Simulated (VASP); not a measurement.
```xyz
2
Lattice="0.0000 3.0358 3.0358 3.0358 0.0000 3.0358 3.0358 3.0358 0.0000" Properties=species:S:1:pos:R:3 pbc="T T T"
Zn     3.0358     3.0358     3.0358
Te     1.5179     1.5179     1.5179
```

Computed with PBE GGA, VASP's PBE PAW potentials (set 64) (plane waves; VASP). Settings: 300 eV cut-off, 6×6×6 Γ-centred mesh, Gaussian smearing of 0.010 eV, potentials Zn Te.

Unless said otherwise, spin-orbit coupling is left out, though it shifts the bands of the heavy elements here.

Problem. Give the energies of bands 2 to 12 at the high-symmetry points, in eV from the valence-band maximum.

Solution. 
```json
[
 {"band": "2", "Γ": "-6.95", "X": "-6.89", "U": "-6.88", "L": "-6.89", "W": "-6.86"},
 {"band": "3", "Γ": "-6.95", "X": "-6.79", "U": "-6.82", "L": "-6.89", "W": "-6.83"},
 {"band": "4", "Γ": "-6.95", "X": "-6.79", "U": "-6.76", "L": "-6.70", "W": "-6.74"},
 {"band": "5", "Γ": "-6.71", "X": "-6.69", "U": "-6.70", "L": "-6.70", "W": "-6.73"},
 {"band": "6", "Γ": "-6.71", "X": "-6.49", "U": "-6.45", "L": "-6.56", "W": "-6.41"},
 {"band": "7", "Γ": "0.00", "X": "-5.08", "U": "-4.96", "L": "-5.26", "W": "-4.94"},
 {"band": "8", "Γ": "0.00", "X": "-2.23", "U": "-3.15", "L": "-0.92", "W": "-2.89"},
 {"band": "9", "Γ": "0.00", "X": "-2.23", "U": "-1.85", "L": "-0.92", "W": "-2.67"},
 {"band": "10", "Γ": "1.32", "X": "2.25", "U": "2.64", "L": "1.79", "W": "4.57"},
 {"band": "11", "Γ": "4.37", "X": "2.36", "U": "4.75", "L": "5.03", "W": "4.85"},
 {"band": "12", "Γ": "4.37", "X": "9.86", "U": "7.75", "L": "5.03", "W": "5.80"}
]
```

The gap is direct, 1.32 eV, from the valence maximum at Γ to the conduction minimum at Γ.

The structure comes from a computed database's ZnTe entry; how it stands against other phases isn't given here. The cell was not relaxed at this level.
